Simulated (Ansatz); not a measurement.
SnS2 at a changed volume: ¹¹⁹Sn Mössbauer parameters

Cell: a structure deposited in the COD, relaxed with PBE at fixed cell and then changed (volume scaled by 1.02, ions relaxed).

```yaml
crystal:
  lattice:
    - [3.62887, 0.00000, 0.00000]
    - [-1.81444, 3.14270, 0.00000]
    - [0.00000, 0.00000, 5.49616]
  atoms:
    - { symbol: Sn, position: [0.00000, 0.00000, 0.00000] }
    - { symbol: S, position: [0.66667, 0.33333, 0.73122] }
    - { symbol: S, position: [0.33333, 0.66667, 0.26878] }
```

Sites (sets of like atoms) are named by element and the number of their first atom in this list.

All values are calculated (Ansatz; DFT, PBE, plane waves and PAW, scalar-relativistic, 420 eV cutoff, Γ-centred 14×14×8 k-points, Fermi–Dirac smearing 0.02 eV), not measured.

Isomer shifts (against SnO₂) follow from the electron density at the nucleus, δ = α(ρ − ρ₀), with α = 0.099 mm s⁻¹ a₀³ and ρ₀ = 183191.44 a₀⁻³ from a line fitted to 8 measured compounds at this level of theory (rms miss 0.12 mm/s). ΔE_Q = ½eQV_zz(1 + η²/3)^½ with Q = -0.132 b for the 23.9 keV state.

Problem. Give the isomer shift and quadrupole splitting of each Sn site.

Solution. 

```json
{"site": "Sn", "atoms": "1", "first shell": "6 S at 2.56 Å", "ρ − ρ₀ (a₀⁻³)": "10.8", "δ (mm/s)": "1.07", "ΔE_Q (mm/s)": "-0.08", "η": "0.00"}
```

The shift of Sn is between ionic Sn(IV) and covalent tin.

Without spin–orbit coupling (the program notes it for Sn) the gradients can shift somewhat, as the gap is small. At this changed cell the PBE pressure is 6 GPa.

The relaxation (3 steps) took 14 s of wall time (14 s of CPU time) and 0.56 GiB at its peak, on 1 thread of Intel Xeon 6975P-C (Granite Rapids) (x86_64; 16 cores open to the job, memory cap 3.0 GiB, no GPU), a shared host with a load of 0.6 a core.
